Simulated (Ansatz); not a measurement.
# The 1T-SrCl2 bilayer (AA) between two gates

Aim: screening and gap of the neutral 1T-SrCl2 bilayer (AA) between oppositely charged gates.

Program: Ansatz 0.2.0. Level of theory: plane-wave DFT, PBE-D3(BJ), Ansatz PAW. Results are calculated unless marked as measured.

**1. Set-up**

The cell holds 6 atoms: 4 Cl and 2 Sr. Cell: a = 4.008 Å, b = 4.008 Å, c = 51.042 Å, α = 90.0°, β = 90.0°, γ = 120.0°. Regions: layer 1: 1T-SrCl2, 3 atoms (2 Cl and 1 Sr); layer 2: 1T-SrCl2, 3 atoms (2 Cl and 1 Sr). Vacuum lies along c.

Coordinates:

```cif
data_structure
_symmetry_space_group_name_H-M 'P 1'
_symmetry_Int_Tables_number 1
_cell_length_a 4.0081
_cell_length_b 4.0081
_cell_length_c 51.0417
_cell_angle_alpha 90.000
_cell_angle_beta 90.000
_cell_angle_gamma 120.000
_cell_volume 710.11
loop_
_atom_site_label
_atom_site_type_symbol
_atom_site_fract_x
_atom_site_fract_y
_atom_site_fract_z
_atom_site_occupancy
Cl1 Cl 0.66667 0.33333 0.40163 1
Sr2 Sr 0.00000 0.00000 0.43563 1
Cl3 Cl 0.33333 0.66667 0.46963 1
Cl4 Cl 0.66667 0.33333 0.53037 1
Sr5 Sr 0.00000 0.00000 0.56437 1
Cl6 Cl 0.33333 0.66667 0.59837 1
```

**2. Relaxing the slab**

The starting cell is a guess, so the in-plane lattice and the atoms are relaxed first, with the slab cut off from its images along the normal.

input.yaml reads:

```yaml
crystal:
  lattice:
    - [4.008065, 0.0, 0.0]
    - [-2.0040325, 3.47108611, 0.0]
    - [0.0, 0.0, 51.0416938225]
  atoms:
    - { symbol: Cl, position: [0.6666666667, 0.3333333333, 0.4016324394] }
    - { symbol: Sr, position: [0.0, 0.0, 0.4356325543] }
    - { symbol: Cl, position: [0.3333333333, 0.6666666667, 0.4696326692] }
    - { symbol: Cl, position: [0.6666666667, 0.3333333333, 0.5303673308] }
    - { symbol: Sr, position: [0.0, 0.0, 0.5643674457] }
    - { symbol: Cl, position: [0.3333333333, 0.6666666667, 0.5983675606] }
  periodic: [true, true, false]
kpoints:
  mp_grid: { grid: [12, 12, 1] }
hamiltonian:
  xc: pbe
  dispersion: d3bj
scf:
  occupations: { method: fermi_dirac, width: 0.05 }
  convergence: { dr2_threshold: 1.0e-09 }
relax:
  f_tol: 0.004
  max_steps: 90
  cell: {}
output:
  write_potential: true
  write_density: true
  volumetric_format: npy
```

Command:

```
$ ansatz run input.yaml --threads 4 --pin off --max-ram 6144MiB --backend cpu --events-out ev --progress --plain --runs-dir out
```

Numbers of over 12 decimals in the logs are rounded to 6 here.

What it wrote:

```text
Warning: relax.cell: scf.convergence.dr2_threshold = 1e-9 eV is looser than the 1.49376542944e-10 eV advised for a relaxation that steers and ends on the stress (1e-10 eV for each atom of the cell: 6, times the square of relax.cell.stress_2d_tol = 0.05 N/m over 20.0 Å (the atoms' height at the walk's start and 5 Å past either face), 2.495e-2 GPa, over a crystal's default 0.05). What an SCF threshold leaves in a stress goes as its square root, and in the free energy as the threshold itself, and one threshold admits the most on a small cell: [figures from the program's tests cut] Set scf.convergence.dr2_threshold to 1.49376542944e-10 eV or tighter. [rest of the remark cut]
Engine: ansatz 0.2.0, aarch64-unknown-linux-gnu
Pseudopotentials: kind: paw
Pseudopotential: Cl, paw, valence charge 7, recommended cutoff 420 eV (normal), Cl.paw.azcp
Pseudopotential: Sr, paw, valence charge 10, recommended cutoff 420 eV (normal), Sr.paw.azcp
Functional definition: PBE
  parameter kappa = 0.804
  parameter beta = 0.066725
  exchange = pbe_x(kappa = kappa, mu = beta*pi^2/3)
  correlation = pbe_c(beta = beta)
Crystal: 6 atoms, lattice volume = 710.109 Å³
Basis set: ecut = 420 eV, 13947 PW (Γ), exchange–correlation on 54×54×720 points (8 copies of the dense FFT grid, shifted against one another)
Bands: 30, of which v1, the nominal top of the filled ones, is band 24 counted from 1 (23 counted from 0)
Symmetry: 12 space group operations
Space group: P-3m1 (ITA 164), of the structure as read, at distance tolerance 8.9e-5 Å
k-points: 19 of 144
Non-local potential: Cl, projectors of the file, l = 0: 2, l = 1: 2, l = 2: 2
Non-local potential: Sr, projectors of the file, l = 0: 3, l = 1: 2, l = 2: 2
PAW form: soft (Blöchl's): semilocal exchange-correlation on the pseudo side does not see the compensation charge
PAW one-centre angular grid: Cl, 110 points (default); XC on 64 Gauss nodes
PAW one-centre angular grid: Sr, 110 points (default); XC on 64 Gauss nodes
Initial density: superposition of atomic densities (neutral atoms: chi_scale 0, normalization atom), corrected by the library's trained network
Initial wavefunctions: pseudopotential atomic-orbital guess
Functional: x = pbe(κ = 0.804, μ = 0.219515), c = pbe(β = 0.066725)
SCF iter   1: F=—  HF=-11421.470316 eV  |F-HF|=—  |Δ(HF+E_count)|=         —  Δρ=4.19e-4  dr2=3.67e-3  ethr=1.77e-3  ⟨swp⟩=27.7  Hψ=6582  notcnv=0
preconditioner: auto → Resta (q_TF=auto, 1.741 Å⁻¹)  ε∞=1.5  [insulator: Δε(μ)=5.159 eV  Ē_g=13.473 eV  σ=0.050 eV  W_gap=1.00  n_scr=28 (ndim 8)  ℏωp=9.2 eV  f_vac=0.736  D(μ)=0.00/eV (n_scr^D=0)  ε∞_Penn≈1.5  vacuum switching on, ρ_ref=1.3e-2 e/Å³]
SCF iter   2: F=—  HF=-11421.472887 eV  |F-HF|=—  |Δ(HF+E_count)|=   2.57e-3  Δρ=1.99e-4  dr2=6.84e-4  ethr=7.65e-6  ⟨swp⟩=4.2  Hψ=1801  notcnv=0  defer=34
SCF iter   3: F=—  HF=-11421.473430 eV  |F-HF|=—  |Δ(HF+E_count)|=   5.43e-4  Δρ=1.01e-4  dr2=1.75e-4  ethr=1.42e-6  ⟨swp⟩=2.9  Hψ=1021  notcnv=0  defer=34
SCF iter   4: F=—  HF=-11421.473812 eV  |F-HF|=—  |Δ(HF+E_count)|=   3.82e-4  Δρ=2.55e-5  dr2=9.21e-6  ethr=3.65e-7  ⟨swp⟩=2.8  Hψ=959  notcnv=0  defer=34
SCF iter   5: F=—  HF=-11421.473838 eV  |F-HF|=—  |Δ(HF+E_count)|=   2.66e-5  Δρ=7.74e-6  dr2=5.13e-7  ethr=1.92e-8  ⟨swp⟩=3.2  Hψ=1113  notcnv=0  defer=34
SCF iter   6: F=—  HF=-11421.473898 eV  |F-HF|=—  |Δ(HF+E_count)|=   5.97e-5  Δρ=3.31e-6  dr2=5.76e-8  ethr=1.07e-9  ⟨swp⟩=2.9  Hψ=1135  notcnv=0  defer=34
SCF iter   7: F=—  HF=-11421.473898 eV  |F-HF|=—  |Δ(HF+E_count)|=   1.09e-7  Δρ=1.02e-6  dr2=8.67e-9  ethr=1.20e-10  ⟨swp⟩=3.0  Hψ=1148  notcnv=0  defer=34
SCF iter   8: F=-11421.473898 eV  HF=-11421.473898 eV  |F-HF|=3.53e-10  |Δ(HF+E_count)|=   1.08e-8  Δρ=1.76e-7  dr2=4.19e-10  ethr=2.08e-12  ⟨swp⟩=10.4  Hψ=5410  notcnv=0
SCF 1 converged in 8 iterations: F = -11421.473898 eV  dr2 = 4.19e-10
  greatest PAW one-centre occupation: 0.987 electrons in one spin orbital (limit 2), on the Sr atom at site 4 (counted from 0), in its partial waves of l = 0
relax step   1: F+E_penalty+E_count = -11421.47389827 eV  Δ(F+E_penalty+E_count) = +0.000e0 eV  max|allowed force component| = 5.059e-1 eV/Å  Δτ_max = 0.0000 Å  P = +3.700 N/m  Ω = 710.109 Å³  fix = [c, alpha, beta]  reactions: c +0.000 N/m  (8 SCF iters, accepted)
Crystal: 6 atoms, lattice volume = 754.640 Å³
Basis set: ecut = 420 eV, 14571 PW (Γ), exchange–correlation on 54×54×720 points (8 copies of the dense FFT grid, shifted against one another)
Initial density: handed on by an earlier stage of this run
Initial wavefunctions: those handed on with the density
iter 1 solved again at ethr=4.91e-4 eV; its pass at ethr=3.10e-3 eV (dr2=2.36e-1 eV) is discarded
SCF iter   1: F=—  HF=-11421.901089 eV  |F-HF|=—  |Δ(HF+E_count)|=         —  Δρ=3.23e-3  dr2=2.44e-1  ethr=4.91e-4  ⟨swp⟩=2.3  Hψ=5187  notcnv=0
preconditioner: auto → Resta (q_TF=auto, 1.724 Å⁻¹)  ε∞=1.4  [insulator: Δε(μ)=5.671 eV  Ē_g=13.650 eV  σ=0.050 eV  W_gap=1.00  n_scr=28 (ndim 8)  ℏωp=9.0 eV  f_vac=0.745  D(μ)=0.00/eV (n_scr^D=0)  ε∞_Penn≈1.4  vacuum switching on, ρ_ref=1.4e-2 e/Å³]
SCF iter   2: F=—  HF=-11421.836570 eV  |F-HF|=—  |Δ(HF+E_count)|=   6.45e-2  Δρ=1.52e-3  dr2=1.52e-2  ethr=4.91e-4  ⟨swp⟩=4.5  Hψ=1228  notcnv=0  defer=2
SCF iter   3: F=—  HF=-11421.833450 eV  |F-HF|=—  |Δ(HF+E_count)|=   3.12e-3  Δρ=5.82e-4  dr2=2.68e-3  ethr=3.17e-5  ⟨swp⟩=2.9  Hψ=1215  notcnv=0  defer=2
SCF iter   4: F=—  HF=-11421.833396 eV  |F-HF|=—  |Δ(HF+E_count)|=   5.39e-5  Δρ=2.79e-4  dr2=6.46e-4  ethr=5.59e-6  ⟨swp⟩=1.7  Hψ=745  notcnv=0  defer=2
SCF iter   5: F=—  HF=-11421.833362 eV  |F-HF|=—  |Δ(HF+E_count)|=   3.37e-5  Δρ=6.61e-5  dr2=3.36e-5  ethr=1.35e-6  ⟨swp⟩=2.4  Hψ=1029  notcnv=0  defer=2
SCF iter   6: F=—  HF=-11421.833362 eV  |F-HF|=—  |Δ(HF+E_count)|=   5.03e-7  Δρ=1.56e-5  dr2=3.91e-6  ethr=6.99e-8  ⟨swp⟩=3.1  Hψ=1231  notcnv=0  defer=2
SCF iter   7: F=—  HF=-11421.833436 eV  |F-HF|=—  |Δ(HF+E_count)|=   7.47e-5  Δρ=4.40e-6  dr2=2.48e-7  ethr=8.15e-9  ⟨swp⟩=2.9  Hψ=1134  notcnv=0  defer=2
SCF iter   8: F=—  HF=-11421.833436 eV  |F-HF|=—  |Δ(HF+E_count)|=   6.42e-8  Δρ=8.11e-7  dr2=3.38e-9  ethr=5.17e-10  ⟨swp⟩=3.3  Hψ=1292  notcnv=0  defer=2
SCF iter   9: F=—  HF=-11421.833436 eV  |F-HF|=—  |Δ(HF+E_count)|=   4.95e-9  Δρ=3.57e-7  dr2=1.03e-9  ethr=2.08e-12  ⟨swp⟩=12.6  Hψ=5196  notcnv=0
SCF iter  10: F=-11421.833436 eV  HF=-11421.833436 eV  |F-HF|=3.27e-10  |Δ(HF+E_count)|=  1.16e-10  Δρ=7.22e-8  dr2=2.86e-11  ethr=2.08e-12  ⟨swp⟩=9.4  Hψ=3926  notcnv=0
SCF 2 converged in 10 iterations: F = -11421.833436 eV  dr2 = 2.86e-11
[...]
SCF 3 converged in 9 iterations: F = -11421.986749 eV  dr2 = 1.87e-10
relax step   3: F+E_penalty+E_count = -11421.98674905 eV  Δ(F+E_penalty+E_count) = -1.533e-1 eV  max|allowed force component| = 1.303e-1 eV/Å  Δτ_max = 0.1937 Å  P = +2.390 N/m  Ω = 796.420 Å³  energy of the carried Pulay correction = -2.735e-4 eV  fix = [c, alpha, beta]  reactions: c +0.000 N/m  (9 SCF iters, accepted)
[...]
relax step   4: F+E_penalty+E_count = -11422.06706839 eV  Δ(F+E_penalty+E_count) = -8.032e-2 eV  max|allowed force component| = 5.113e-2 eV/Å  Δτ_max = 0.1956 Å  P = +0.608 N/m  Ω = 837.434 Å³  energy of the carried Pulay correction = -3.928e-4 eV  fix = [c, alpha, beta]  reactions: c +0.000 N/m  (8 SCF iters, accepted)
[...]
relax step   5: F+E_penalty+E_count = -11422.08371099 eV  Δ(F+E_penalty+E_count) = -1.664e-2 eV  max|allowed force component| = 2.130e-2 eV/Å  Δτ_max = 0.1951 Å  P = -0.075 N/m  Ω = 856.551 Å³  energy of the carried Pulay correction = -4.463e-4 eV  fix = [c, alpha, beta]  reactions: c -0.000 N/m  (8 SCF iters, accepted)
[...]
relax step   6: F+E_penalty+E_count = -11422.08388925 eV  Δ(F+E_penalty+E_count) = -1.783e-4 eV  max|allowed force component| = 5.832e-3 eV/Å  Δτ_max = 0.0117 Å  P = -0.022 N/m  Ω = 856.688 Å³  energy of the carried Pulay correction = -4.467e-4 eV  fix = [c, alpha, beta]  reactions: c -0.000 N/m  (7 SCF iters, accepted)
[...]
relax step   7: F+E_penalty+E_count = -11422.08390428 eV  Δ(F+E_penalty+E_count) = -1.503e-5 eV  max|allowed force component| = 8.606e-4 eV/Å  Δτ_max = 0.0021 Å  P = +0.001 N/m  Ω = 856.713 Å³  energy of the carried Pulay correction = -4.467e-4 eV  fix = [c, alpha, beta]  reactions: c +0.000 N/m  (6 SCF iters, accepted)
Basis set: ecut = 420 eV, 16893 PW (Γ), exchange–correlation on 60×60×720 points (8 copies of the dense FFT grid, shifted against one another)
Initial wavefunctions: pseudopotential atomic-orbital guess (no wavefunctions were taken with the density)
iter 1 solved again at ethr=2.33e-6 eV; its pass at ethr=3.10e-3 eV (dr2=1.12e-3 eV) is discarded
SCF iter   1: F=—  HF=-11422.085272 eV  |F-HF|=—  |Δ(HF+E_count)|=         —  Δρ=8.03e-5  dr2=6.27e-6  ethr=2.33e-6  ⟨swp⟩=5.3  Hψ=8381  notcnv=0  defer=1
eigensolver tolerance schedule: the retry pair's looser diagonalisation over-reported the residual by 177.36 of it (diagonalisation noise at 0.15 of the residual, at the tolerance the schedule requests for it); recorded, not acted on — ethr = c·dr2/N_el stays at c = 1.0e-1
preconditioner: auto → Resta (q_TF=auto, 1.688 Å⁻¹)  ε∞=1.4  [insulator: Δε(μ)=5.537 eV  Ē_g=13.590 eV  σ=0.050 eV  W_gap=1.00  n_scr=56 (ndim 8)  ℏωp=8.4 eV  f_vac=0.767  D(μ)=0.00/eV (n_scr^D=0)  ε∞_Penn≈1.4  vacuum switching on, ρ_ref=1.3e-2 e/Å³]
SCF iter   2: F=—  HF=-11422.085816 eV  |F-HF|=—  |Δ(HF+E_count)|=   5.45e-4  Δρ=4.13e-5  dr2=1.73e-6  ethr=1.31e-8  ⟨swp⟩=3.6  Hψ=1463  notcnv=0
SCF iter   3: F=—  HF=-11422.086263 eV  |F-HF|=—  |Δ(HF+E_count)|=   4.46e-4  Δρ=7.25e-6  dr2=7.03e-7  ethr=3.60e-9  ⟨swp⟩=3.3  Hψ=1225  notcnv=0
SCF iter   4: F=—  HF=-11422.086268 eV  |F-HF|=—  |Δ(HF+E_count)|=   5.34e-6  Δρ=1.41e-6  dr2=2.22e-8  ethr=1.46e-9  ⟨swp⟩=2.3  Hψ=866  notcnv=0
SCF iter   5: F=-11422.086268 eV  HF=-11422.086268 eV  |F-HF|=9.18e-9  |Δ(HF+E_count)|=   5.35e-8  Δρ=3.89e-7  dr2=7.18e-10  ethr=2.08e-12  ⟨swp⟩=23.5  Hψ=6569  notcnv=0
SCF 8 converged in 5 iterations: F = -11422.086268 eV  dr2 = 7.18e-10
relax step   8: F+E_penalty+E_count = -11422.08626814 eV  Δ(F+E_penalty+E_count) = -2.364e-3 eV  max|allowed force component| = 8.255e-4 eV/Å  Δτ_max = 0.0000 Å  P = +0.032 N/m  Ω = 856.713 Å³  fix = [c, alpha, beta]  reactions: c +0.000 N/m  stress off target by 3.21e-2 N/m on what of the cell is left free  SCF on the basis re-selected at this cell (its energy is not comparable with the rows above)  (5 SCF iters)
basis re-selected at this cell: Δ(F+E_penalty+E_count) = -2.364e-3 eV, ΔP = +0.032 N/m vs the last step (what re-selecting the basis moved, of the pressure what is left beyond the Pulay correction that the steps carried, after the strain that the cell walked since its last selection, with what the two solves' SCF thresholds leave and, on support functions, any second-order correction that the steps lacked; it is no measure of the basis error at this ecutwfc). The dense FFT grid was sized anew with the basis: this SCF ran on 30×30×360 points, the steps before it on 27×27×360, so part of this shift can come from that change (see relax.cell in the input reference). [rest of the remark cut]
WARN: The output density's exchange-correlation potential varies sharply where the density is thin. Do not read a vacuum level from v_tot or v_xc, or from such a field of the output density. On a cell that repeats whose density bears no net charge and no dipole along the vacuum's axis use v_es (v_loc + v_h of the components); under efield.dipole_correction with no amplitude use v_es + v_field, which holds any externa [...]
SCF converged after 5 iterations
Free energy (F): -11422.086268 eV
Harris-Foulkes:  -11422.086268 eV  (|F-HF|=9.18e-9)
Internal energy: -11422.086268 eV  (E = F + TS)
E sigma→0 (E₀):  -11422.086268 eV
Fermi energy:    -5.003117 eV
--- Per-component energies (eV) ---
  E_band       = -799.291272
  E_kinetic    = 1136.739384
  E_local      = -117296.788443  (includes V_loc(G=0)·N_el)
  E_nonlocal   = 517.932731
  E_hartree    = 57863.482246
  E_xc         = -777.511157
  E_vxc        = -815.070773  (∫ρ·V_xc dr)
  E_paw        = -8026.702488  (= ΣΔE_a)
  E_vpaw       = -69.071778  (= ΣTr[D̂ρ^β])
  E_aug_tail   = 0.000358  (compensation charges beyond the density's cutoff)
  E_ewald      = 55161.722259
  E_disp       = -0.961158  (pairwise vdW)
  E_smearing   = -0.000000  (= −TS)
  E_closure    = -0.000000  (closes the sum)
  Σ components = -11422.086268   (vs F -11422.086268, Δ=0.00e0)
--- Forces (eV/Å), atoms counted from 1 ---
  atom   1  Cl    -0.00000000     0.00000000     0.00061270
  atom   2  Sr    -0.00000000    -0.00000000    -0.00082545
  atom   3  Cl     0.00000000    -0.00000000     0.00071829
  atom   4  Cl     0.00000000     0.00000000    -0.00071829
  atom   5  Sr     0.00000000     0.00000000     0.00082545
  atom   6  Cl    -0.00000000    -0.00000000    -0.00061270
  max |Σ_I F_I| component: 4.48e-18 eV/Å
--- 2D stress c σ (N/m, compression-positive) ---
        0.032144       0.000000       0.000000
        0.000000       0.032144       0.000000
        0.000000       0.000000       0.000000
  P = ½ c Tr σ = 0.0321 N/m
--- Band table (eV; the first three rows and the last of 19) ---
  k-point 0: bands = [... 20 lower, -8.2128, -8.1315, -8.1315, -7.8623, -2.3125, -1.7523 (-1.7523°), -1.1290, -1.1290, ... 2 higher]
  k-point 1: bands = [... 20 lower, -8.2379, -8.1615, -8.1494, -7.8496, -2.1613, -1.6427 (-1.6427°), -1.2022, -1.1378, ... 2 higher]
  k-point 2: bands = [... 20 lower, -8.3036, -8.1998, -8.0883, -7.8583, -1.8144, -1.4706 (-1.4706°), -1.3092 (-1.3092°), -1.1794 (-1.1794°), ... 2 higher]
  k-point 18: bands = [... 20 lower, -8.4338, -8.2918, -8.2401, -8.2401, -1.2661, -0.8103, -0.8103, -0.7043, ... 2 higher]
  ° read free of the cell's end (the report's vacuum.weakly_bound_levels)
--- Relaxed structure (7 steps of the walk, 7 accepted, 1 SCFs on fresh bases) ---
  F+E_penalty+E_count = -11422.08626814 eV   max|allowed force component| = 8.255e-4 eV/Å   (the final SCF, on the basis selected at the relaxed cell)
  cell:  # Å, volume = 856.7128 Å³
    - [4.402403, 0.0, 0]
    - [-2.201201, 3.812593, 0]
    - [0, 0, 51.0416938225]
  atoms:
    - { symbol: Cl, position: [0.666667, 0.333333, 0.417213] }
    - { symbol: Sr, position: [0, 0, 0.444849] }
    - { symbol: Cl, position: [0.333333, 0.666667, 0.472305] }
    - { symbol: Cl, position: [0.666667, 0.333333, 0.527695] }
    - { symbol: Sr, position: [0, 0, 0.555151] }
    - { symbol: Cl, position: [0.333333, 0.666667, 0.582787] }
```

Wall time 67 s (4 threads of Arm Neoverse V1, shared host); peak memory 1.4 GiB.

Relaxation path:

| step | energy less that of the first step (eV) | largest force component (eV/Å) | volume (Å³) |
| --- | --- | --- | --- |
| 1 | 0.0000 | 0.5059 | 710.11 |
| 2 | -0.3595 | 0.1168 | 754.64 |
| 3 | -0.5129 | 0.1303 | 796.42 |
| 4 | -0.5932 | 0.0511 | 837.43 |
| 5 | -0.6098 | 0.0213 | 856.55 |
| 6 | -0.6100 | 0.0058 | 856.69 |
| 7 | -0.6100 | 0.0009 | 856.71 |
| 8* | -0.6124 | 0.0008 | 856.71 |

Relaxation steps marked * repeat the geometry before them on a plane-wave basis chosen anew for their cell, so energy and pressure can jump there.

Forces are held to the 12 operations that the run works with; a distortion that breaks them can't arise in this run.

| cell as run | before | after | change |
| --- | --- | --- | --- |
| a (Å) | 4.008 | 4.402 | +9.8 % |
| b (Å) | 4.008 | 4.402 | +9.8 % |

The atoms that moved most (Å, along periodic axes as changes of fractional coordinates times the final cell, across vacuum about the mean position):

| atom | dx | dy | dz | length |
| --- | --- | --- | --- | --- |
| Cl6 | 0.000 | 0.000 | -0.795 | 0.795 |
| Cl1 | 0.000 | 0.000 | 0.795 | 0.795 |
| Sr2 | 0.000 | 0.000 | 0.470 | 0.470 |
| Sr5 | 0.000 | 0.000 | -0.470 | 0.470 |
| Cl3 | 0.000 | 0.000 | 0.136 | 0.136 |
| Cl4 | 0.000 | 0.000 | -0.136 | 0.136 |

Final coordinates:

```xyz
6
Lattice="4.4024 0.0000 0.0000 -2.2012 3.8126 0.0000 0.0000 0.0000 51.0417" Properties=species:S:1:pos:R:3
Cl    2.2012    1.2709   21.2952
Sr    0.0000    0.0000   22.7058
Cl    0.0000    2.5417   24.1072
Cl    2.2012    1.2709   26.9345
Sr    0.0000    0.0000   28.3359
Cl    0.0000    2.5417   29.7464
```

This step gave:

```yaml
gap_on_the_k_mesh: 5.537 eV
```

The lattice constant a goes from 4.008 to 4.402 Å.

[end of part 1 of 3]

[Logs are printed without paths, hosts, clocks, repeated set-up lines and the standing remarks that a program may print on its own settings, such as how far it seeks lower states.]

[Hosts, paths, dates, database ids (printed as entryN), source tags and the programs' standing remarks are cut or masked in the printed files.]

[Maps of the electrostatic potential energy from Ansatz leave out the sawtooth potential of an applied field or a dipole correction, so their vacuum need not be flat; planar profiles and work functions include it.]
